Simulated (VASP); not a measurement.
# VSi23 (a cell with a defect) in VASP: a series of runs, part 2 of 2

VASP 6.6.1.

## 3. Single point, PBEsol+U, collinear spin, ferromagnetic start

Input file INCAR:

```
PREC     = Accurate       # precision mode
ENCUT    = 350            # plane-wave cutoff, eV
EDIFF    = 1E-5           # SCF threshold, eV
ISMEAR   = 0              # smearing method
SIGMA    = 0.03           # smearing width, eV
LREAL    = Auto         
LASPH    = True           # aspherical terms in the spheres
NELM     = 120            # most SCF steps
ALGO     = Normal         # electronic algorithm
ISIF     = 2              # what is computed and relaxed
LWAVE    = False          # write WAVECAR
LCHARG   = False          # write CHGCAR
ISPIN    = 2              # spin polarisation
MAGMOM   = 2 0 0 0 0 0 0 0 0 0 0 0 0 0 0 0 0 0 0 0 0 0 0 0 # initial moments
LORBIT   = 11             # projections on sites
LMAXMIX  = 4              # l up to which the mixer works
LDAU     = True           # DFT+U
LDAUTYPE = 2            
LDAUL    = 2 -1           # shell
LDAUU    = 3 0            # U, eV
LDAUJ    = 0 0          
LDAUPRINT= 1            
GGA      = PS             # functional
NELECT   = 106.0        
ISYM     = 0            
KPAR     = 4
```

Input file KPOINTS:

```
regular mesh
0
Gamma
  2 3 3
```

Input file POSCAR:

```
VSi23                                   
1.0
    0.0000000000      8.1555000000      8.1555000000
    5.4370000000      0.0000000000      5.4370000000
    5.4370000000      5.4370000000      0.0000000000
  V               Si            
     1    23
Direct
     0.9916910564946458    0.0020082161867984    0.0005795892888350
     0.0037283958119271    0.0016864349687360    0.4980552151249004
     0.0039535043963240    0.4969429324292248    0.0001792759098716
     0.0035737290859696    0.4999072928091065    0.4955730170489441
     0.3276933702442976    0.0045612210228031    0.0045858283019937
     0.3378550614605868    0.0000096815047018    0.4941062280779104
     0.3381748540250986    0.4943644132076912    0.9996030143262631
     0.3335320298294626    0.4998951012531918    0.4996552644784993
     0.6690485576833850    0.9993687310306980    0.9998998963374875
     0.6633075284888902    0.0007615883972198    0.5076367556332855
     0.6638362766305247    0.5075747113726787    0.9999829132033453
     0.6686265576997394    0.4990802393736085    0.4992520324695185
     0.0812299263732561    0.1260536069057109    0.1271304070408352
     0.0896494410300008    0.1270931748287662    0.6159736778974241
     0.0901079545450439    0.6172636139458981    0.1228655883847601
     0.0834070466637273    0.6263275468770355    0.6249049367247375
     0.4226790594115456    0.1198178666723804    0.1195235476824075
     0.4144266660916894    0.1241242281959148    0.6308756793651359
     0.4148329683045944    0.6310190942424276    0.1239432707941726
     0.4182784758779017    0.6242392318130554    0.6240415502828076
     0.7325414987588473    0.1369404653723071    0.1368419525091032
     0.7539023317534789    0.1234208388885319    0.6252017387482630
     0.7541036660730038    0.6246338990314533    0.1236655593484147
     0.7525380432660522    0.6246238696700692    0.6237540610210676
```

Potentials or basis: VASP PAW PBE potentials, release 64 (V_sv, Si).

Launch:

```
cat potpaw_PBE.64/V_sv/POTCAR potpaw_PBE.64/Si/POTCAR > POTCAR
mpirun -np 4 vasp_std > vasp.out
```

OUTCAR:

```text
PREC = Accurate
   ENCUT = 350
   EDIFF = 1E-5
   ISMEAR = 0
   LREAL = Auto
   LASPH = True
   NELM = 120
   ISIF = 2
   ISPIN = 2
   LORBIT = 11
   GGA = PS
   NELECT = 106.0
   ISYM = 0

 ion  position               nearest neighbor table
   1  0.992  0.002  0.001-  13 2.42  14 2.42  15 2.42  21 2.44
   2  0.004  0.002  0.498-  13 2.33  14 2.34  22 2.35  16 2.36
   3  0.004  0.497  0.000-  13 2.33  15 2.34  23 2.35  16 2.36
   4  0.004  0.500  0.496-  15 2.34  14 2.34  16 2.36  24 2.36
   5  0.328  0.005  0.005-  13 2.32  17 2.34  19 2.35  18 2.35
   6  0.338  0.000  0.494-  14 2.34  17 2.35  20 2.36  18 2.36
[... 16 lines left out ...]
  23  0.754  0.625  0.124-   9 2.35   3 2.35  12 2.36  11 2.36
  24  0.753  0.625  0.624-  12 2.36  10 2.36  11 2.36   4 2.36

IMPORTANT INFORMATION: All symmetrisations will be switched off!
NOSYMM: (Re-)initialisation of all symmetry stuff for point group C_1.

----------------------------------------------------------------------------------------

                                     Primitive cell

  volume of cell :     482.1690

  direct lattice vectors                    reciprocal lattice vectors
     0.000000000  8.155500000  8.155500000    -0.061308320  0.061308320  0.061308320
     5.437000000  0.000000000  5.437000000     0.091962479 -0.091962479  0.091962479
     5.437000000  5.437000000  0.000000000     0.091962479  0.091962479 -0.091962479

  length of vectors
    11.533618708  7.689079139  7.689079139     0.106189124  0.159283687  0.159283687

  position of ions in fractional coordinates (direct lattice)
     0.991691056  0.002008216  0.000579589
     0.003728396  0.001686435  0.498055215
     0.003953504  0.496942932  0.000179276
     0.003573729  0.499907293  0.495573017
     0.327693370  0.004561221  0.004585828
     0.337855061  0.000009682  0.494106228
[... 16 lines left out ...]
     0.754103666  0.624633899  0.123665559
     0.752538043  0.624623870  0.623754061

[... 187 lines left out ...]
      5      -6.2008      1.00000
      6      -4.8982      1.00000
[... 669 lines left out ...]
     64       8.8241      0.00000
     65       8.8636      0.00000
 Fermi energy:         6.0718747278

 spin component 2

 k-point     1 :       0.0000    0.0000    0.0000
  band No.  band energies     occupation
      1     -56.2604      1.00000
      2     -30.3923      1.00000
      3     -30.2810      1.00000
      4     -30.1921      1.00000
      5      -6.2082      1.00000
      6      -4.9043      1.00000
[... 669 lines left out ...]
     64       8.8219      0.00000
     65       8.8664      0.00000
 [bands above 65 left out]

------------------------ aborting loop because EDIFF is reached ----------------------------------------

  FORCE on cell =-STRESS in cart. coord.  units (eV):
  Direction    XX          YY          ZZ          XY          YZ          ZX
  --------------------------------------------------------------------------------------
  -------------------------------------------------------------------------------------
  Total       13.6577003     13.0431774     13.0600713     -0.6818053      0.2889772     -0.6922706
  in kB       45.3825512     43.3405811     43.3967171     -2.2655398      0.9602291     -2.3003143
  external PRESSURE =      44.0399498 kB  Pullay stress =       0.0000000 kB

 VOLUME and BASIS-vectors are now :
 -----------------------------------------------------------------------------
  energy-cutoff  :      350.00
  volume of cell :      482.17
      direct lattice vectors                 reciprocal lattice vectors
     0.000000000  8.155500000  8.155500000    -0.061308320  0.061308320  0.061308320
     5.437000000  0.000000000  5.437000000     0.091962479 -0.091962479  0.091962479
     5.437000000  5.437000000  0.000000000     0.091962479  0.091962479 -0.091962479

 POSITION                                       TOTAL-FORCE (eV/Angst)
 -----------------------------------------------------------------------------------
      0.01407      8.09089      8.09866        -0.003793      0.004854     -0.006418
      2.71710      2.73833      0.03958        -0.004573      0.004464     -0.006970
      2.70285      0.03322      2.73412         0.012977     -0.000468      0.008690
      5.41243      2.72358      2.74714        -0.004964      0.013356     -0.007844
      0.04973      2.69744      2.69730        -0.011624     -0.015071     -0.004969
      2.68651      5.44183      2.75543        -0.004179     -0.002069      0.015573
[... 16 lines left out ...]
      4.06850      6.82246      9.54623         0.002239     -0.014459     -0.003754
      6.78743      9.52867      9.53340         0.009029     -0.006703     -0.004216
 -----------------------------------------------------------------------------------
    total drift:                               -0.003841      0.001195      0.004578

  FREE ENERGIE OF THE ION-ELECTRON SYSTEM (eV)
  ---------------------------------------------------
  free  energy   TOTEN  =      -130.3663144361 eV

  energy  without entropy=     -130.3663144361  energy(sigma->0) =     -130.36631444

 total charge

# of ion       s       p       d       tot
------------------------------------------
    1        2.308   6.157   3.091  11.556
    2        0.756   0.945   0.000   1.701
    3        0.756   0.945   0.000   1.701
    4        0.755   0.939   0.000   1.694
    5        0.757   0.955   0.000   1.712
    6        0.754   0.943   0.000   1.697
[... 16 lines left out ...]
   23        0.754   0.944   0.000   1.698
   24        0.753   0.940   0.000   1.693
--------------------------------------------------
tot         19.737  28.006   3.091  50.835

 magnetization (x)

# of ion       s       p       d       tot
------------------------------------------
    1        0.029  -0.005   2.079   2.103
    2        0.003   0.002   0.000   0.005
    3        0.003   0.002   0.000   0.005
    4        0.003   0.002   0.000   0.005
    5        0.000  -0.004   0.000  -0.004
    6        0.001  -0.000   0.000   0.001
[... 16 lines left out ...]
   23       -0.001  -0.001   0.000  -0.002
   24       -0.001  -0.000   0.000  -0.001
--------------------------------------------------
tot         -0.005  -0.154   2.079   1.920
```

OSZICAR:

```text
N       E                     dE             d eps       ncg     rms          rms(c)
DAV:   1     0.289931681116E+03    0.28993E+03   -0.33875E+04  3000   0.983E+02
DAV:   2    -0.108885066163E+03   -0.39882E+03   -0.38460E+03  3239   0.197E+02
DAV:   3    -0.134794977131E+03   -0.25910E+02   -0.25408E+02  3352   0.467E+01
[... 11 lines left out ...]
DAV:  15    -0.130366145252E+03   -0.64590E-03   -0.35818E-03  3272   0.176E-01    0.143E-01
DAV:  16    -0.130366275091E+03   -0.12984E-03   -0.48975E-04  3216   0.643E-02    0.884E-02
DAV:  17    -0.130366296813E+03   -0.21721E-04   -0.68840E-04  3256   0.654E-02    0.478E-02
DAV:  18    -0.130366310340E+03   -0.13528E-04   -0.54361E-05  2760   0.233E-02    0.299E-02
DAV:  19    -0.130366314436E+03   -0.40959E-05   -0.20790E-05  2176   0.150E-02
   1 F= -.13036631E+03 E0= -.13036631E+03  d E =-.729336E-13  mag=     1.9997
```

stdout:

```text
POSCAR found type information on POSCAR V Si
 POSCAR found :  2 types and      24 ions
 scaLAPACK will be used
 -----------------------------------------------------------------------------
|                                                                             |
|                                                                             |
|     You enforced a specific xc type in the INCAR file but a different       |
|     I HOPE YOU KNOW WHAT YOU ARE DOING!                                     |
|                                                                             |
 -----------------------------------------------------------------------------

 LDA part: xc-table for (Slater+PW92), standard interpolation
 POSCAR, INCAR and KPOINTS ok, starting setup
 FFT: planning ... GRIDC
 FFT: planning ... GRID_SOFT
 FFT: planning ... GRID
 WAVECAR not read
 entering main loop
 the old and the new charge density differ
 old charge density:   105.00000 new  106.00000
BRMIX: very serious problems
 the old and the new charge density differ
 old charge density:   105.00000 new  106.00000
BRMIX: very serious problems
 the old and the new charge density differ
 old charge density:   105.00000 new  106.00000
BRMIX: very serious problems
 the old and the new charge density differ
 old charge density:   105.00000 new  106.00000
    0.259E+01
```

It took 2.1 min on 4 MPI ranks of Intel Xeon 6975P-C (Granite Rapids), shared host; peak memory 0.63 GiB.

What came out:

```
Free energy                                           : -130.3663 eV
Largest force                                         : 0.030 eV/Å
Band gap on the k mesh                                : 0.39 eV, indirect (least direct gap 0.46 eV)
Net moment                                            : 2.00 μB per cell
Site moments                                          : V +2.10; Si +0.01, -0.00, +0.00, -0.05, -0.01, -0.04 μB
Valence electrons inside the program's atomic spheres : V 11.56; Si 1.70, 1.69, 1.71, 1.75
```

Forces in eV/Å, atoms in the order of the input:
```
V   -0.004  0.005 -0.006
Si  -0.005  0.004 -0.007
Si   0.013  0.000  0.009
Si  -0.005  0.013 -0.008
Si  -0.012 -0.015 -0.005
Si  -0.004 -0.002  0.016
Si  -0.004  0.021  0.004
Si  -0.003  0.020  0.018
Si  -0.002 -0.016 -0.010
Si  -0.012 -0.001  0.016
Si   0.004  0.012 -0.001
Si   0.011  0.011  0.013
Si  -0.010 -0.016 -0.024
Si   0.001 -0.001  0.002
Si   0.006 -0.009  0.000
Si  -0.024  0.006  0.012
Si   0.002  0.006  0.000
Si   0.014  0.011 -0.021
Si  -0.005 -0.029  0.003
Si   0.010 -0.004  0.003
Si   0.004  0.011 -0.002
Si   0.013 -0.008 -0.003
Si   0.002 -0.014 -0.004
Si   0.009 -0.007 -0.004
```

Eigenvalues of the final occupation matrices:
| site | spin | trace | eigenvalues |
| --- | --- | --- | --- |
| site 1 d | 1 | 2.60 | 0.33 0.36 0.37 0.77 0.77 |
| site 1 d | 2 | 0.51 | 0.02 0.02 0.14 0.17 0.17 |

Caveat: the cell is charged against a uniform background, so pressure and absolute levels hang on convention; the PAW data sets were made with another functional, which shifts forces and pressure a little; the U is typed as a test and isn't derived for this compound. The state reached can hang on the start; a lower one may exist.
